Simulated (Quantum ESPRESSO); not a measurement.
Co under changes of volume

One of the cells (10.688 Å³/atom); the others are scaled copies at fixed shape and fractional positions:

```
Co
1.0
     2.47056    0.00000    0.00000
    -1.23528    2.13957    0.00000
     0.00000    0.00000    8.08823
Co
4
Direct
  0.66667 0.33333 0.75000
  0.00000 0.00000 0.50000
  0.33333 0.66667 0.25000
  0.00000 0.00000 0.00000
```

```yaml
Program: Quantum ESPRESSO 7.5
Functional: PBEsol
Potentials_or_basis: GBRV 1.5 PBEsol
Cutoff: 762 eV
Density_cutoff: 6095 eV
k_mesh: 12 × 12 × 4
Occupations: fermi-dirac, width 0.05 eV
Spin: collinear spin, ferromagnetic start
Starting_moments: "[2.0, 2.0, 2.0, 2.0] μB"
```

```tsv
volume (Å³/atom)	energy over the lowest point (meV/atom)	pressure (GPa)	moment (μB per cell)
10.047	11.76	9.7	6.50
10.261	2.28	4.1	6.61
10.475	0.00	-1.0	6.68
10.688	?	?	?
10.902	14.20	-9.6	6.81
11.116	29.21	-13.2	6.86
11.330	48.83	-16.4	6.90
```

What does the run at 10.688 Å³/atom give?

Energy over the lowest point 4.25 meV/atom; pressure -5.5 GPa; moment 6.74 μB per cell.

Worked out: A Birch-Murnaghan fit of order 3 (a polynomial in V^(-2/3)) to the other rows has its minimum at 10.44 Å³/atom with B0 = V·E''(V) = 241 GPa and B' = 4.8 at fixed shape and positions, which overstates the stiffness. It gives 4.22 meV/atom at 10.688 Å³/atom, against the run's 4.25, and -dE/dV = -5.4 GPa, against -5.5. A parabola through the other rows of the moment, of slope 0.306 μB per Å³/atom there, gives 6.75 μB, against the run's 6.74.

Energies are extrapolated to zero smearing.
